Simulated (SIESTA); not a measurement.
InPd in SIESTA: the effect of basis

InPd:

```
CELL_PARAMETERS angstrom
3.27188 0.00000 0.00000
0.00000 3.27188 0.00000
0.00000 0.00000 3.27188
ATOMIC_POSITIONS crystal
In 0.00000 0.00000 0.00000
Pd 0.50000 0.50000 0.50000
```

The cell comes from a database or a generator and needn't be the stable form of this composition.

Alike in all runs:

```yaml
Program: SIESTA 5.4.2
Task: band structure
Functional: PBE
Potentials_or_basis: PseudoDojo 0.4 standard (PBE files)
Grid_cutoff: 800 Ry
Energy_shift: 0.003 Ry
k_mesh: 8 × 8 × 8
Occupations: fermi-dirac, width 0.05 eV
Spin: no spin polarisation
```

```tsv
basis	pressure (GPa)
SZ	?
SZP	4.5
DZ	2.6
DZP	4.1
DZDP	4.0
TZP	3.9
TZDP	3.7
```

**Question.** What does the run with basis SZ give?

**Answer.** Pressure 8.3 GPa.

Caveats: the basis of atomic orbitals isn't converged, which shifts pressures, moduli and gaps; the basis has no polarisation orbitals (some runs).
